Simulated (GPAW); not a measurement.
# AlRu (Pm-3m) in GPAW: settings compared, part 2 of 2

GPAW 26.7.0. Earlier steps stand in the parts before.

## Step 4: Optical spectrum, LDA

File run.py:

```python
from ase.dft.bandgap import bandgap
from ase.io import read, write
from gpaw import GPAW, PW
from gpaw.response.df import DielectricFunction

atoms = read('POSCAR')

calc = GPAW(mode=PW(400),
            xc='LDA',
            kpts={'size': (7, 7, 7), 'gamma': True},
            occupations={'name': 'fermi-dirac', 'width': 0.05},
            nbands=20,
            convergence={'density': 1e-06},
            maxiter=150,
            txt='gpaw.txt')
atoms.calc = calc
energy = atoms.get_potential_energy()
calc.write('gs.gpw')
write('result.traj', atoms)
print(f'Energy: {energy:.6f} eV')
print('Fermi level:', round(calc.get_fermi_level(), 4), 'eV')
print(f'Gap: {bandgap(calc)[0]:.4f} eV, direct: {bandgap(calc, direct=True)[0]:.4f} eV')

dense = calc.fixed_density(kpts={'size': (22, 22, 22), 'gamma': True},
                           nbands=36, convergence={'bands': 30, 'eigenstates': 1e-7},
                           update_fermi_level=True, txt='dense.txt')
dense.write('dense.gpw', mode='all')

df = DielectricFunction('dense.gpw', frequencies={'type': 'nonlinear', 'domega0': 0.05, 'omega2': 10},
                        eta=0.1, ecut=50, nbands=30, rate='eta', txt='df.txt')
for direction in ['x']:
    df.get_dielectric_function(xc='RPA', direction=direction, filename=f'df_{direction}.csv')
```

File POSCAR:

```
AlRu
1.0
    2.9916000000      0.0000000000      0.0000000000
    0.0000000000      2.9916000000      0.0000000000
    0.0000000000      0.0000000000      2.9916000000
Ru Al
1 1
Direct
    0.5000000000      0.5000000000      0.5000000000
    0.0000000000      0.0000000000      0.0000000000
```

Potentials or basis: the program's PAW data sets (release 1.2.1) made for this functional, pw.

Command:

```bash
> OMP_NUM_THREADS=1 python run.py
```

gpaw.txt:

```text
__  _  _
 | _ |_)|_||  |
 |__||  | ||/\| - 26.7.0

Input parameters:
  mode=PW(ecut=400.0),
  convergence={'density': 1e-06},
  kpts=MonkhorstPack(size=(7, 7, 7), gamma=True),
  maxiter=150,
  nbands=20,
  occupations=Occupations(name='fermi-dirac', width=0.05),
  xc=XC(name='LDA')

Diagonalizing LCAO Hamiltonian
Converting LCAO to pw mode
   .------.
  /|      |
 * |      |
 | |  Ru  |
 | .------.
 |/      /
 Al-----*

Atoms  # Å, Bohr magnetons
|   | symbol |        x |        y |        z |    initial magnetic moments |
|---|--------|----------|----------|----------|-----------------------------|
| 0 |     Ru | 1.495800 | 1.495800 | 1.495800 | ( 0.0000,  0.0000,  0.0000) |
| 1 |     Al | 0.000000 | 0.000000 | 0.000000 | ( 0.0000,  0.0000,  0.0000) |

Unit cell  # Å
| periodic |        x |        y |        z |  lengths |    angles |
|----------|----------|----------|----------|----------|-----------|
|      yes | 2.991600 | 0.000000 | 0.000000 | 2.991600 | 90.000000 |
|      yes | 0.000000 | 2.991600 | 0.000000 | 2.991600 | 90.000000 |
|      yes | 0.000000 | 0.000000 | 2.991600 | 2.991600 | 90.000000 |

Number of symmetries: 48
Symmetry operations  # r_c * U_cc + t_c -> r_c
|    | kind |            matrix            |
|----|------|------------------------------|
|  0 |  E   |  1, 0, 0,  0, 1, 0,  0, 0, 1 |
|  1 |  σ   |  1, 0, 0,  0, 1, 0,  0, 0,-1 |
|  2 |  σ   |  1, 0, 0,  0, 0, 1,  0, 1, 0 |
|  3 |  C4  |  1, 0, 0,  0, 0, 1,  0,-1, 0 |
|  4 |  C4  |  1, 0, 0,  0, 0,-1,  0, 1, 0 |
|  5 |  σ   |  1, 0, 0,  0, 0,-1,  0,-1, 0 |
|  6 |  σ   |  1, 0, 0,  0,-1, 0,  0, 0, 1 |
[... 158 lines left out ...]
  Fermi-Dirac:
    width: 0.0500  # eV

poisson solver:
  ecut: 3200.0  # eV

xc functional:
  name: None

convergence criteria:
- Maximum integral of absolute [dens]ity change: 1e-06 electrons / valence electron
- Maximum [total energy] change in last 3 cyles: 0.0005 eV / valence electron
- Maximum integral of absolute [eigenst]ate change: 4e-08 eV^2 / valence electron
maximum number of iterations: 150

SCF iterations
|iter     | |      energy | eigst |  dens |
|---------|-|-------------|-------|-------|
|iter:   1| |  -17.239216 | +0.28 |       |
|iter:   2| |  -16.936933 | -2.60 | -1.02 |
|iter:   3| |  -16.326061 | -1.77 | -1.09 |
|iter:   4| |  -16.305470 | -3.63 | -1.71 |
|iter:   5| |  -16.299708 | -3.77 | -1.91 |
|iter:   6| |  -16.299596c| -5.18 | -2.76 |
|iter:   7| |  -16.299603c| -5.90 | -3.23 |
|iter:   8| |  -16.299601c| -8.35c| -4.19 |
|iter:   9| |  -16.299600c| -7.73c| -4.63 |
|iter:  10| |  -16.299600c| -9.05c| -6.12c|

Converged in 10 steps
Energy contributions relative to reference atoms: (reference = -129701.836263)

Energy contributions:
  Kinetic:           4.397428
  Coulomb:          -4.424481
  Zero:             -0.247376
  External:          0.000000
  Xc:              -16.016182
  Entropy:          -0.017979
  Spinorbit:         0.000000
  ----------------------------
  Free energy:     -16.308589
  Extrapolated:    -16.299600

dipole moment: (-5.137217, -5.137217, -5.137217)  # |e|*Ang

Fermi level: 10.274
Eigenvalues  # (at kpt = [0.000, 0.000, 0.000])
| band index |      eig [eV] | occ [0-2] |
|------------|---------------|-----------|
|          0 |       -61.386 |     2.000 |
|          1 |       -31.429 |     2.000 |
|          2 |       -31.429 |     2.000 |
|          3 |       -31.429 |     2.000 |
|          4 |         0.572 |     2.000 |
|          5 |         6.656 |     2.000 |
|          6 |         6.656 |     2.000 |
|          7 |        10.432 |     0.082 |
|          8 |        10.432 |     0.082 |
|          9 |        10.432 |     0.082 |
|         10 |        16.257 |     0.000 |
|         11 |        16.257 |     0.000 |
|         12 |        16.257 |     0.000 |
|         13 |        21.238 |     0.000 |
|         14 |        21.238 |     0.000 |
|        ... |               |           |
|         19 |        31.783 |     0.000 |

No gap
No difference between direct/indirect transitions
# Writing to gs.gpw (mode='')
```

df.txt:

```text
NonLinearFrequencyDescriptor(from 0.000 to 113.252 eV, 399 points)
NonLinearFrequencyDescriptor(from 0.000 to 113.252 eV, 399 points)

Calculating chi0 body with:
    Ground state adapter containing:
    Number of spins: 1
    Number of kpoints: 10648
    Number of irreducible kpoints: 364
    Number of completely occupied states: 7
    Number of partially occupied states: 10

    Linear response parametrization:
    q_c: [0.0, 0.0, 0.0]
    Number of frequency points: 399
[... 43 lines left out ...]
    Number of kpoints: 10648
    Number of irreducible kpoints: 364
    Number of completely occupied states: 7
    Number of partially occupied states: 10

Symmetries of q_c:
    Direct symmetries (Uq -> q): 48
    Indirect symmetries (TUq -> q): 0
In total 48 allowed symmetries.

Integral kind: intraband
Plasma frequency:
[[7.45+0.j 0.  +0.j 0.  +0.j]
 [0.  +0.j 7.45+0.j 0.  +0.j]
 [0.  +0.j 0.  +0.j 7.45+0.j]]

Finished calculating chi0
```

Wall time 2 min (1 thread of Arm Neoverse V1, shared host); peak memory 0.41 GiB.

Results:

| Item | Value |
| --- | --- |
| Free energy | -16.3086 eV |
| Band gap on the k mesh | none (metal or under the smearing width) |

Dielectric function (mean over the directions given):
| energy (eV) | real part | imaginary part |
| --- | --- | --- |
| 0.67 | -117.37 | 46.06 |
| 1.54 | -13.52 | 4.95 |
| 2.54 | 2.43 | 9.81 |
| 3.56 | 1.19 | 9.74 |
| 4.44 | -2.01 | 6.24 |
| 5.38 | 1.66 | 3.23 |
| 6.39 | 4.77 | 7.47 |
| 7.38 | 1.69 | 6.00 |
| 8.25 | 0.46 | 8.42 |
| 9.27 | -2.85 | 7.32 |
| 10.26 | -2.54 | 5.05 |
| 11.31 | -3.00 | 2.70 |
| 12.19 | -2.39 | 1.82 |
| 13.24 | -1.48 | 1.25 |
| 14.22 | -1.33 | 1.23 |
| 15.26 | -0.98 | 0.82 |
| 16.21 | -0.74 | 0.68 |
| 17.36 | -0.49 | 0.47 |
| 18.58 | -0.22 | 0.44 |
| 19.87 | -0.07 | 0.37 |

Caveat: the intraband term hangs on this k mesh; the long-wavelength limit can be off by several per cent where d states take part; independent-particle spectra lack excitons.

## Step 5: The runs side by side

```tsv
level	potentials or basis	gap on the mesh (eV)
PBE	GPAW PAW data sets (gpaw-data 1.2.1), pw	none
RPBE	the program's PAW data sets (release 1.2.1) made for this functional, pw	none
LDA	the program's PAW data sets (release 1.2.1) made for this functional, pw	none
```

Alike in all rows: task optical spectrum; no spin polarisation; cell as given; k mesh 7 × 7 × 7; cutoff (eV) 400; smearing fermi-dirac 0.05 eV.

Caveats: the intraband term hangs on this k mesh; the long-wavelength limit can be off by several per cent where d states take part; independent-particle spectra lack excitons.

Total energies depend on the potentials used, so only differences within one code and one set of settings carry meaning.
